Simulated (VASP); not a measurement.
# Hg (C2/m) in VASP: settings compared

Aim: see how the results for Hg move with the level of theory and the settings. Levels: PBE, r2SCAN. Tasks: single point.

Program: VASP 6.6.1. These are calculated values, not measurements. Logs are shortened: lines on timing, memory, paths and dates and some standing lists are left out, and cuts for length are marked.

### 1 The structure

It takes space group C2/m (No. 12, monoclinic). The conventional cell has a = 4.249 Å, b = 5.345 Å, c = 3.583 Å, α = 90.00°, β = 126.18°, γ = 90.00°. Hg (site symmetry 2/m) has 8 Hg at 3.41 to 3.59 Å as nearest neighbours.

### 2 Single point, PBE

Input file INCAR:

```
  PREC = Accurate
  ENCUT = 500
  EDIFF = 1E-6
  ISMEAR = 0
  SIGMA = 0.05
  LREAL = F
  LASPH = T
  NELM = 100
  ALGO = Normal
  ISIF = 2
  LWAVE = F
  LCHARG = F
  GGA = PE
```

Input file KPOINTS:

```
regular mesh
0
Gamma
  9 9 9
```

Input file POSCAR:

```
Hg
1.0
    2.1243184923     -2.6725824964      0.0000000000
    2.1243184923      2.6725824964      0.0000000000
   -2.1151288124      0.0000000000      2.8921990043
Hg
1
Direct
    0.0000000000      0.0000000000      0.0000000000
```

Potentials or basis: VASP PAW PBE potentials, release 64 (Hg).

Command:

```console
cat potpaw_PBE.64/Hg/POTCAR > POTCAR
mpirun -np 1 vasp_std > vasp.out
```

OUTCAR:

```text
PREC = Accurate
   ENCUT = 500
   EDIFF = 1E-6
   ISMEAR = 0
   LREAL = F
   LASPH = T
   NELM = 100
   ISIF = 2
   GGA = PE

 ion  position               nearest neighbor table
   1  0.000  0.000  0.000-

  LATTYP: Found a base centered monoclinic cell.
 ALAT       =     4.2486369846
 B/A-ratio  =     1.2580893619
 C/A-ratio  =     0.8433521464
 COS(beta)  =    -0.5903074188

  Lattice vectors:

 A1 = (   2.1243184923,  -2.6725824964,   0.0000000000)
 A2 = (   2.1243184923,   2.6725824964,   0.0000000000)
 A3 = (  -2.1151288124,   0.0000000000,   2.8921990043)

Analysis of symmetry for initial positions (statically):
=====================================================================
 Subroutine PRICEL returns:
 Original cell was already a primitive cell.

 Routine SETGRP: Setting up the symmetry group for a
 base centered monoclinic supercell.

 Subroutine GETGRP returns: Found  4 space group operations
 (whereof  4 operations were pure point group operations)
 out of a pool of  4 trial point group operations.

The static configuration has the point symmetry C_2h.

Analysis of symmetry for dynamics (positions and initial velocities):
=====================================================================
 Subroutine PRICEL returns:
 Original cell was already a primitive cell.

 Routine SETGRP: Setting up the symmetry group for a
 base centered monoclinic supercell.

 Subroutine GETGRP returns: Found  4 space group operations
 (whereof  4 operations were pure point group operations)
 out of a pool of  4 trial point group operations.

The dynamic configuration has the point symmetry C_2h.

 Subroutine INISYM returns: Found  4 space group operations
 (whereof  4 operations are pure point group operations),
 and found     1 'primitive' translations

----------------------------------------------------------------------------------------

                                     Primitive cell

  volume of cell :      32.8404

  direct lattice vectors                    reciprocal lattice vectors
     2.124318492 -2.672582496  0.000000000     0.235369603 -0.187084964  0.172130973
     2.124318492  2.672582496  0.000000000     0.235369603  0.187084964  0.172130973
    -2.115128812  0.000000000  2.892199004     0.000000000  0.000000000  0.345757674

  length of vectors
     3.414004431  3.414004431  3.583097120     0.346451592  0.346451592  0.345757674

  position of ions in fractional coordinates (direct lattice)
     0.000000000  0.000000000  0.000000000

  ion indices of the primitive-cell ions
   primitive index   ion index
                 1           1

----------------------------------------------------------------------------------------

 KPOINTS: regular mesh

Automatic generation of k-mesh.
 Grid dimensions read from file:
 generate k-points for:    9    9    9

 Generating k-lattice:

  Cartesian coordinates                     Fractional coordinates (reciprocal lattice)
     0.026152178 -0.020787218  0.019125664     0.111111111 -0.000000000  0.000000000
     0.026152178  0.020787218  0.019125664    -0.000000000  0.111111111  0.000000000
     0.000000000  0.000000000  0.038417519     0.000000000  0.000000000  0.111111111

  Length of vectors
     0.038494621  0.038494621  0.038417519

  Shift w.r.t. Gamma in fractional coordinates (k-lattice)
     0.000000000  0.000000000  0.000000000

 Subroutine IBZKPT returns following result:
 ===========================================

 Found    205 irreducible k-points:

 Following reciprocal coordinates:
            Coordinates               Weight
  0.000000  0.000000  0.000000      1.000000
  0.111111  0.000000  0.000000      4.000000
  0.222222 -0.000000  0.000000      4.000000
  0.333333 -0.000000  0.000000      4.000000
  0.444444 -0.000000  0.000000      4.000000
  0.111111  0.111111  0.000000      2.000000
[... 16 lines left out ...]
 -0.333333  0.333333  0.000000      2.000000
  0.444444  0.444444  0.000000      2.000000
 [... further k-points ...]
   k-points           NKPTS =    205   k-points in BZ     NKDIM =    205   number of bands    NBANDS=     10
   number of dos      NEDOS =    301   number of ions     NIONS =      1
   total plane-waves  NPLWV =  21952
   dimension x,y,z NGX =    28 NGY =   28 NGZ =   28
   dimension x,y,z NGXF=    56 NGYF=   56 NGZF=   56
   ions per type =               1
   NGX,Y,Z   is equivalent  to a cutoff of  13.63, 13.63, 12.99 a.u.
   NGXF,Y,Z  is equivalent  to a cutoff of  27.27, 27.27, 25.98 a.u.
 SYSTEM =  unknown system
   PREC   = accura    normal or accurate (medium, high low for compatibility)
   ISTART =      0    job   : 0-new  1-cont  2-samecut
   ICHARG =      2    charge: 1-file 2-atom 10-const
   ISPIN  =      1    spin polarized calculation?
   LNONCOLLINEAR =      F non collinear calculations
   LSORBIT =      F    spin-orbit coupling
   LASPH  =      T    aspherical Exc in radial PAW
   ENCUT  =  500.0 eV  36.75 Ry    6.06 a.u.   6.22  6.22  6.53*2*pi/ulx,y,z
   NELM   =    100;   NELMIN=  2; NELMDL= -5     # of ELM steps
   EDIFF  = 0.1E-05   stopping-criterion for ELM
   LREAL  =      F    real-space projection
   EDIFFG = 0.1E-04   stopping-criterion for IOM
   NSW    =      0    number of steps for IOM
   IBRION =     -1    ionic relax: 0-MD 1-quasi-New 2-CG
   NFREE  =      0    steps in history (QN), initial steepest desc. (CG)
   ISIF   =      2    stress and relaxation
   ISYM   =      2    0-nonsym 1-usesym 2-fastsym
   POTIM  = 0.5000    time-step for ionic-motion
   TEBEG  =    0.0;   TEEND  =   0.0 temperature during run
   PSTRESS=    0.0 pullay stress
   NELECT =      12.0000    total number of electrons
   NUPDOWN=      -1.0000    fix difference up-down
   EMIN   =  10.00;   EMAX   =-10.00  energy-range for DOS
   EFERMI =   0.00;   METHOD = LEGACY
   ISMEAR =     0;   SIGMA  =   0.05  broadening in eV -4-tet -1-fermi 0-gaus
   EFERMI_NEDOS =   21; number of points for ismear=-14 and -15
   IALGO  =     38    algorithm
   IMIX   =      4    mixing-type and parameters
     AMIX     =   0.40;   BMIX     =  1.00
     AMIX_MAG =   1.60;   BMIX_MAG =  1.00
  volume/ion in A,a.u.               =      32.84       221.62
  Fermi-wavevector in a.u.,A,eV,Ry     =   1.170395  2.211725 18.637577  1.369823
  Thomas-Fermi vector in A             =   2.306854
   LORBIT       =      0    0 simple, 1 ext, 2 COOP (PROOUT), +10 PAW based schemes
   GGA     = PE    functional components
   LHFCALC =     F    Hartree Fock is set to
   AEXX    =    0.0000 exact exchange contribution
   IVDW    =     0    specifies the selected vdW correction
   LEPSILON=     F    determine dielectric tensor
   LRPA    =     F    only Hartree local field effects (RPA)
 non-spin polarized calculation
 Gauss-broadening in eV      SIGMA  =   0.05
  energy-cutoff  :      500.00
  volume of cell :       32.84
 maximum number of plane-waves:       848
 NGX is ok and might be reduce to    28
   NGX = 13   NGY = 13   NGZ = 13

 number of electron      11.9999998 magnetization

 Free energy of the ion-electron system (eV)
  ---------------------------------------------------
  ext. energy  EPLUGINS =         0.00000000
  ---------------------------------------------------
  free energy    TOTEN  =        -0.17113499 eV

  energy without entropy =       -0.17039636  energy(sigma->0) =       -0.17076568

 E-fermi :   0.6271     XC(G=0):  -9.1004

 val. band max:        0.6228532192   @ k =   0.4444  -0.0000   0.4444
 cond. band min:       0.6394656993   @ k =   0.4444   0.4444   0.4444
 fundamental gap:      0.0166124802
 Fermi energy:         0.6271320738

 k-point     1 :       0.0000    0.0000    0.0000
  band No.  band energies     occupation
      1      -6.1772      2.00000
      2      -5.8353      2.00000
      3      -5.6186      2.00000
      4      -5.5932      2.00000
      5      -5.2830      2.00000
      6      -5.1651      2.00000
      7      12.3818      0.00000
      8      12.5744      0.00000
      9      12.9685      0.00000
     10      14.1358      0.00000

 k-point     2 :       0.1111    0.0000    0.0000
  band No.  band energies     occupation
      1      -5.9704      2.00000
      2      -5.7725      2.00000
      3      -5.6279      2.00000
      4      -5.5339      2.00000
      5      -5.2953      2.00000
      6      -5.1816      2.00000
      7      10.3192      0.00000
      8      11.7503      0.00000
      9      12.5124      0.00000
     10      13.6901      0.00000

 k-point     3 :       0.2222   -0.0000    0.0000
  band No.  band energies     occupation
      1      -5.8929      2.00000
      2      -5.7175      2.00000
      3      -5.3782      2.00000
      4      -5.3222      2.00000
      5      -5.2067      2.00000
      6      -4.9924      2.00000
      7       6.8829      0.00000
      8      10.3667      0.00000
      9      11.7083      0.00000
     10      13.0718      0.00000

 k-point     4 :       0.3333   -0.0000    0.0000
  band No.  band energies     occupation
      1      -5.9532      2.00000
      2      -5.8067      2.00000
      3      -5.3253      2.00000
      4      -5.2108      2.00000
      5      -5.1177      2.00000
      6      -3.6740      2.00000
      7       3.6795      0.00000
      8       9.1639      0.00000
      9      10.9086      0.00000
     10      12.6337      0.00000

 k-point     5 :       0.4444   -0.0000    0.0000
  band No.  band energies     occupation
      1      -6.0170      2.00000
      2      -5.8589      2.00000
      3      -5.3323      2.00000
      4      -5.1891      2.00000
      5      -4.9446      2.00000
      6      -1.9504      2.00000
      7       1.0039      0.00000
      8       8.4785      0.00000
      9      10.4432      0.00000
     10      12.4313      0.00000

 k-point     6 :       0.1111    0.1111    0.0000
  band No.  band energies     occupation
      1      -5.7912      2.00000
      2      -5.7031      2.00000
      3      -5.6427      2.00000
      4      -5.3321      2.00000
      5      -5.2715      2.00000
      6      -5.1103      2.00000
      7       8.4311      0.00000
      8      10.0036      0.00000
      9      10.9750      0.00000
     10      13.9908      0.00000
[... 183 lines left out ...]
 k-point    21 :       0.4444    0.3333    0.0000
  band No.  band energies     occupation
      1      -5.8844      2.00000
      2      -5.7296      2.00000
      3      -5.3373      2.00000
      4      -5.2447      2.00000
      5      -5.0389      2.00000
      6      -0.8548      2.00000
      7       2.2368      0.00000
      8       4.4483      0.00000
      9       8.1977      0.00000
     10      12.9386      0.00000

 k-point    22 :      -0.4444    0.3333    0.0000
  band No.  band energies     occupation
      1      -5.9014      2.00000
      2      -5.8370      2.00000
      3      -5.2820      2.00000
      4      -5.2288      2.00000
      5      -5.0072      2.00000
      6      -2.1737      2.00000
      7       3.2360      0.00000
      8       6.6299      0.00000
      9       8.5052      0.00000
     10      12.1025      0.00000

 k-point    23 :      -0.3333    0.3333    0.0000
  band No.  band energies     occupation
      1      -5.8643      2.00000
      2      -5.8369      2.00000
      3      -5.2581      2.00000
      4      -5.2460      2.00000
      5      -5.0965      2.00000
      6      -3.3353      2.00000
      7       4.8177      0.00000
      8       8.2421      0.00000
      9       9.2254      0.00000
     10      11.5242      0.00000

 k-point    24 :       0.4444    0.4444    0.0000
  band No.  band energies     occupation
      1      -5.9605      2.00000
      2      -5.8757      2.00000
      3      -5.2551      2.00000
      4      -5.2189      2.00000
      5      -4.8746      2.00000
      6      -0.4696      2.00000
      7       1.0961      0.00000
      8       6.1474      0.00000
      9       8.1886      0.00000
     10      11.9464      0.00000

 [... further k-points ...]

------------------------ aborting loop because EDIFF is reached ----------------------------------------

  FORCE on cell =-STRESS in cart. coord.  units (eV):
  Direction    XX          YY          ZZ          XY          YZ          ZX
  --------------------------------------------------------------------------------------
  -------------------------------------------------------------------------------------
  Total       -0.1370300     -0.0419437     -0.1442849      0.0000000      0.0000000      0.0035548
  in kB       -6.6852432     -2.0462975     -7.0391864      0.0000000      0.0000000      0.1734254
  external PRESSURE =      -5.2569090 kB  Pullay stress =       0.0000000 kB

 VOLUME and BASIS-vectors are now :
 -----------------------------------------------------------------------------
  energy-cutoff  :      500.00
  volume of cell :       32.84
      direct lattice vectors                 reciprocal lattice vectors
     2.124318492 -2.672582496  0.000000000     0.235369603 -0.187084964  0.172130973
     2.124318492  2.672582496  0.000000000     0.235369603  0.187084964  0.172130973
    -2.115128812  0.000000000  2.892199004     0.000000000  0.000000000  0.345757674

 POSITION                                       TOTAL-FORCE (eV/Angst)
 -----------------------------------------------------------------------------------
      0.00000      0.00000      0.00000         0.000000      0.000000      0.000000
 -----------------------------------------------------------------------------------
    total drift:                               -0.000000      0.000000     -0.000000

  FREE ENERGIE OF THE ION-ELECTRON SYSTEM (eV)
  ---------------------------------------------------
  free  energy   TOTEN  =        -0.1711349911 eV

  energy  without entropy=       -0.1703963596  energy(sigma->0) =       -0.17076568
```

Wall time 43 s (1 thread of Intel Xeon Platinum 8259CL at 2.50GHz (Skylake/Cascade Lake), shared host); peak memory 0.21 GiB.

Results:

* Free energy: -0.1711 eV
* Pressure: -0.5 GPa
* Band gap on the k mesh: none (metal or under the smearing width)

Levels at points of the mesh, in eV from the Fermi level:
```csv
k point,band 2,band 3,band 4,band 5,band 6,band 7,band 8,band 9,band 10
"(0.00, 0.00, 0.00)",-6.46,-6.25,-6.22,-5.91,-5.79,11.75,11.95,12.34,13.51
```

The run has no spin-orbit coupling, so splittings on Hg are missing.

### 3 Single point, PBE

Input file run.py:

```python
from ase.calculators.vasp import Vasp
from ase.dft.bandgap import bandgap
from ase.io import read

atoms = read('Hg.cif', primitive_cell=True, subtrans_included=False)
calc = Vasp(
    directory='calc',
    xc='pbe',
    pp='PBE',
    setups='minimal',
    prec='Accurate',
    encut=500,
    ediff=1e-07,
    ismear=0,
    sigma=0.05,
    lreal=False,
    lasph=True,
    nelm=60,
    algo='Fast',
    isif=2,
    lwave=False,
    lcharg=True,
    lelf=True,
    lvhar=True,
    kpts=[9, 9, 9],
    gamma=True,
)
atoms.calc = calc

print('energy (eV):', atoms.get_potential_energy())
print('free energy (eV):', atoms.get_potential_energy(force_consistent=True))
print('forces (eV/A):')
print(atoms.get_forces())
print('stress (eV/A^3, Voigt):', atoms.get_stress())
print('Fermi level (eV):', calc.get_fermi_level())
gap, top, bottom = bandgap(calc)
print('band gap (eV):', gap, 'from (spin, k, band)', top, 'to', bottom)
```

Input file Hg.cif:

```cif
data_Hg
_cell_length_a 4.24863698
_cell_length_b 5.34516499
_cell_length_c 3.58309712
_cell_angle_alpha 90.00000000
_cell_angle_beta 126.17882661
_cell_angle_gamma 90.00000000
_space_group_name_H-M_alt 'C2/m'
_space_group_name_Hall '-C 2y'
_space_group_IT_number 12
loop_
_space_group_symop_operation_xyz
'x,y,z'
'-x,-y,-z'
'-x,y,-z'
'x,-y,z'
'x+1/2,y+1/2,z'
'-x+1/2,-y+1/2,-z'
'-x+1/2,y+1/2,-z'
'x+1/2,-y+1/2,z'
loop_
_atom_site_label
_atom_site_type_symbol
_atom_site_symmetry_multiplicity
_atom_site_Wyckoff_symbol
_atom_site_fract_x
_atom_site_fract_y
_atom_site_fract_z
_atom_site_occupancy
Hg1 Hg 2 a 0.0000000000 0.0000000000 0.0000000000 1
```

Potentials or basis: VASP PAW PBE potentials, release 64 (Hg).

Command:

```console
python run.py
```

Wall time 87 s (1 thread of Intel Xeon Platinum 8259CL at 2.50GHz (Skylake/Cascade Lake), shared host); peak memory 0.2 GiB.

Results (log left out):

| Quantity | Value |
| --- | --- |
| Free energy | -0.1711 eV |
| Pressure | -0.5 GPa |
| Band gap on the k mesh | none (metal or under the smearing width) |

Stress tensor (GPa, compression positive):
```
-0.67  0.00  0.02
 0.00 -0.20  0.00
 0.02  0.00 -0.70
```

Levels at points of the mesh, in eV from the Fermi level:
| k point | band 2 | band 3 | band 4 | band 5 | band 6 | band 7 | band 8 | band 9 | band 10 |
| --- | --- | --- | --- | --- | --- | --- | --- | --- | --- |
| (0.00, 0.00, 0.00) | -6.46 | -6.25 | -6.22 | -5.91 | -5.79 | 11.75 | 11.95 | 12.34 | 13.51 |

(Continued in part 2 of 2.)
